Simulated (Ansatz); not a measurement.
# ZnGeP2: the cost of one run

Method: DFT PBE, spin-orbit coupling, plane waves, PAW, in Ansatz 0.2.0.

2 further runs of the same task are left out: 2 set aside as unsound or not needed.

**1. Starting point**

Symmetry: I-42d, No. 122, tetragonal system. The conventional cell has a = 5.500 Å, b = 5.500 Å, c = 10.844 Å, α = 90.00°, β = 90.00°, γ = 90.00°. Around Zn (site symmetry -4) lie 4 P at 2.38 Å. Ge (site symmetry -4) has 4 P at 2.36 Å as nearest neighbours. P (site symmetry 2) has 2 Ge at 2.36 Å and 2 Zn at 2.38 Å as nearest neighbours.

As a file:

```cif
data_structure
_symmetry_space_group_name_H-M 'I-42d'
_symmetry_Int_Tables_number 122
_cell_length_a 5.5002
_cell_length_b 5.5002
_cell_length_c 10.8441
_cell_angle_alpha 90.000
_cell_angle_beta 90.000
_cell_angle_gamma 90.000
_cell_volume 328.05
loop_
_atom_site_label
_atom_site_type_symbol
_atom_site_symmetry_multiplicity
_atom_site_Wyckoff_symbol
_atom_site_fract_x
_atom_site_fract_y
_atom_site_fract_z
_atom_site_occupancy
Zn1 Zn 4 a 0.00000 0.00000 0.00000 1
Ge1 Ge 4 b 0.50000 0.50000 0.00000 1
P1 P 8 d 0.25339 0.25000 0.12500 1
```

This cell was relaxed beforehand with the same method: volume 20.50 Å³/atom, gap on the mesh 1.14 eV.

**2. Level of theory: PBE with spin-orbit coupling**

Contents of input.yaml:

```yaml
crystal:
  lattice:
    - [-2.7500814167, 2.7500814167, 5.4220272045]
    - [2.7500814167, -2.7500814167, 5.4220272045]
    - [2.7500814167, 2.7500814167, -5.4220272045]
  atoms:
    - { symbol: Zn, position: [0.0, 0.0, 0.0] }
    - { symbol: Zn, position: [0.75, 0.25, 0.5] }
    - { symbol: Ge, position: [0.5, 0.5, 0.0] }
    - { symbol: Ge, position: [0.25, 0.75, 0.5] }
    - { symbol: P, position: [0.375, 0.3783883391, 0.5033883391] }
    - { symbol: P, position: [0.6216116609, 0.125, 0.9966116609] }
    - { symbol: P, position: [0.875, 0.8716116609, 0.4966116609] }
    - { symbol: P, position: [0.1283883391, 0.625, 0.0033883391] }
basis:
  ecutwfc: 420
kpoints:
  mp_grid: { grid: [8, 8, 8] }
  band_path:
    path:
      - [[0.0, 0.0, 0.0], [0.0, 0.0, 0.5], [0.25, 0.25, 0.25], [0.0, 0.5, 0.0], [0.0, 0.0, 0.0], [0.5, 0.5, -0.5], [0.31431433, 0.68568567, -0.31431433]]
      - [[-0.31431433, 0.31431433, 0.31431433], [0.0, 0.0, 0.0]]
      - [[0.0, 0.0, 0.5], [-0.12862865, 0.12862865, 0.5]]
      - [[0.5, 0.5, -0.12862865], [0.5, 0.5, -0.5]]
    npoints: 10
hamiltonian:
  xc: pbe
scf:
  occupations: { method: gaussian, width: 0.02 }
output:
  forces: true
  stress: true
  eigenvalues: true
  populations: true
  dos: { projected: true, de: 0.02 }
  bader: false
  write_density: true
  write_potential: true
  elf: true
  volumetric_format: npy
magnetization:
  noncollinear: true
  spin_orbit: true
```

Started as:

```console
ansatz run input.yaml --threads 4 --pin off --max-ram 10240MiB --backend cpu --events-out ev --progress --plain --runs-dir out
```

**Question.** How long does this run take on 4 threads of Intel Xeon at 2.50GHz (Skylake/Cascade Lake), shared host, and how much memory does it need?

About 4.1 min, with a peak of 2.5 GiB.
